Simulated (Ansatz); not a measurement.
**SiNi (Pmmn), symmetry broken, then relaxed**

Method: Ansatz, DFT PBE, scalar-relativistic, plane waves, PAW. Settings: plane waves to 420 eV, k-mesh 12×10×8 (Γ-centred), Gaussian smearing 0.15 eV. No spin polarisation. A magnetic state may lie lower. Energies are free energies at this smearing, counted from the undisturbed cell; pressure is positive in compression.

The undisturbed cell (relaxed at this level; this form isn't the usual structure):

```yaml
crystal:
  lattice:
    - [3.05528, 0.00000, 0.00000]
    - [0.00000, 3.25831, 0.00000]
    - [0.00000, 0.00000, 4.70939]
  atoms:
    - { symbol: Si, position: [0.50000, 0.50000, 0.84318] }
    - { symbol: Si, position: [0.00000, 0.00000, 0.15682] }
    - { symbol: Ni, position: [0.50000, 0.50000, 0.34231] }
    - { symbol: Ni, position: [0.00000, 0.00000, 0.65769] }
```

The atoms are displaced (Å, in the unstrained cell):

| atom | ux | uy | uz |
| --- | --- | --- | --- |
| Si1 | -0.226 | 0.075 | -0.346 |
| Si2 | -0.097 | 0.009 | -0.115 |
| Ni3 | 0.346 | 0.218 | 0.499 |
| Ni4 | -0.023 | -0.301 | -0.038 |

Cell and atoms are then relaxed.

Task: Does the relaxation return to the undisturbed structure?

Result: Yes (up to a choice of domain or origin): same space group and volume, and an energy -0.9 meV/atom from it. The disturbance itself cost 2048.7 meV/atom. The final space group reads Pmmn (tolerance 0.05 Å) and the volume changes by -0.22 %.

Final structure:

```yaml
crystal:
  lattice:
    - [2.99258, 0.00000, 0.00000]
    - [0.00000, 3.31323, 0.00000]
    - [0.00000, 0.00000, 4.71775]
  atoms:
    - { symbol: Si, position: [0.50000, 0.50000, 0.84256] }
    - { symbol: Si, position: [0.00000, 0.00000, 0.15744] }
    - { symbol: Ni, position: [0.50000, 0.50000, 0.34190] }
    - { symbol: Ni, position: [0.00000, 0.00000, 0.65810] }
```

The relaxation, step by step (energy from the first step; small jumps at an unchanged geometry come where the plane waves are selected anew for the new cell):

| step | ΔE (meV/atom) | largest force component (eV/Å) | pressure (GPa) |
| --- | --- | --- | --- |
| 1 | 0.0 | 23.085 | 71.21 |
| 2 | -1362.1 | 9.121 | 20.15 |
| 3 | -1837.8 | 4.196 | 5.33 |
| 4 | -2006.7 | 1.744 | 7.13 |
| 5 | -2043.3 | 0.170 | -2.19 |
| 6 | -2049.1 | 0.027 | 0.45 |
| 7 | -2049.5 | 0.009 | -0.55 |
| 8 | -2049.6 | 0.008 | -0.06 |
| 9 | -2049.6 | 0.001 | 0.00 |
| 10 | -2049.6 | 0.001 | -0.05 |

Frames along the relaxation (Å, eV/Å):

```xyz
4
Lattice="3.055 0.000 0.000 0.000 3.258 0.000 0.000 0.000 4.709" Properties=species:S:1:pos:R:3:forces:R:3 pbc="T T T" step=1
Si    1.302    1.704    3.625   -3.583   -5.739   19.812
Si   -0.097    0.009    0.624    0.539    0.642    0.120
Ni    1.873    1.847    2.111   -0.100   -5.462  -23.085
Ni   -0.023   -0.301    3.059    3.145   10.559    3.152
4
Lattice="3.120 -0.001 -0.022 -0.002 3.314 0.011 -0.034 0.016 4.712" Properties=species:S:1:pos:R:3:forces:R:3 pbc="T T T" step=2
Si    1.350    1.720    3.756   -0.028   -2.106    7.806
Si   -0.070    0.033    0.636    0.263    0.229    0.766
Ni    1.801    1.806    1.953   -0.892   -2.377   -9.121
Ni   -0.031   -0.215    3.069    0.657    4.254    0.549
4
Lattice="3.056 -0.015 -0.029 -0.016 3.311 0.007 -0.045 0.010 4.694" Properties=species:S:1:pos:R:3:forces:R:3 pbc="T T T" step=3
Si    1.393    1.703    3.857    0.352   -0.879    3.079
Si   -0.041    0.040    0.654    0.182   -0.004    0.842
Ni    1.623    1.709    1.818   -0.743   -1.113   -4.196
Ni   -0.025   -0.138    3.036    0.209    1.996    0.275
4
Lattice="3.010 -0.003 0.008 -0.003 3.297 -0.025 0.013 -0.037 4.607" Properties=species:S:1:pos:R:3:forces:R:3 pbc="T T T" step=4
Si    1.489    1.630    3.801    0.072   -0.370    1.744
Si    0.025    0.011    0.742   -0.063    0.011   -0.371
Ni    1.530    1.665    1.620   -0.150   -0.373   -1.266
Ni   -0.011   -0.086    3.034    0.141    0.731   -0.107
4
Lattice="2.931 0.000 -0.018 0.000 3.404 0.017 -0.027 0.025 4.733" Properties=species:S:1:pos:R:3:forces:R:3 pbc="T T T" step=5
Si    1.460    1.733    3.993   -0.058   -0.048   -0.170
Si   -0.022   -0.004    0.744    0.058    0.032    0.090
Ni    1.439    1.699    1.618    0.133    0.071   -0.017
Ni    0.000    0.026    3.110   -0.133   -0.054    0.097
4
Lattice="2.988 0.000 0.001 0.000 3.290 0.002 0.002 0.003 4.740" Properties=species:S:1:pos:R:3:forces:R:3 pbc="T T T" step=6
Si    1.497    1.648    3.997   -0.006    0.001   -0.010
Si    0.000    0.000    0.745    0.002    0.001    0.013
Ni    1.494    1.646    1.623    0.000    0.000   -0.027
Ni    0.001    0.003    3.119    0.004   -0.002    0.024
4
Lattice="3.011 0.000 0.000 0.000 3.305 0.000 0.000 0.000 4.719" Properties=species:S:1:pos:R:3:forces:R:3 pbc="T T T" step=7
Si    1.506    1.652    3.976   -0.001    0.001    0.001
Si    0.000    0.000    0.743    0.001   -0.001   -0.002
Ni    1.506    1.652    1.614   -0.001    0.000   -0.009
Ni    0.000    0.000    3.105    0.001   -0.001    0.009
4
Lattice="2.996 0.000 0.000 0.000 3.311 0.000 0.000 0.000 4.719" Properties=species:S:1:pos:R:3:forces:R:3 pbc="T T T" step=8
Si    1.498    1.655    3.975    0.000    0.000    0.008
Si    0.000    0.000    0.743    0.000    0.000   -0.008
Ni    1.498    1.655    1.613    0.000    0.000   -0.002
Ni    0.000    0.000    3.105    0.000    0.000    0.002
4
Lattice="2.993 0.000 0.000 0.000 3.313 0.000 0.000 0.000 4.718" Properties=species:S:1:pos:R:3:forces:R:3 pbc="T T T" step=9
Si    1.496    1.657    3.975    0.000    0.000    0.000
Si    0.000    0.000    0.743    0.000    0.000    0.000
Ni    1.496    1.657    1.613    0.000    0.000    0.001
Ni    0.000    0.000    3.105    0.000    0.000   -0.001
4
Lattice="2.993 0.000 0.000 0.000 3.313 0.000 0.000 0.000 4.718" Properties=species:S:1:pos:R:3:forces:R:3 pbc="T T T" step=10
Si    1.496    1.657    3.975    0.000    0.000    0.000
Si    0.000    0.000    0.743    0.000    0.000    0.000
Ni    1.496    1.657    1.613    0.000    0.000    0.001
Ni    0.000    0.000    3.105    0.000    0.000   -0.001
```

Cost: 3 runs of about 13 core-minutes in all, on Arm Neoverse V1 (shared hosts).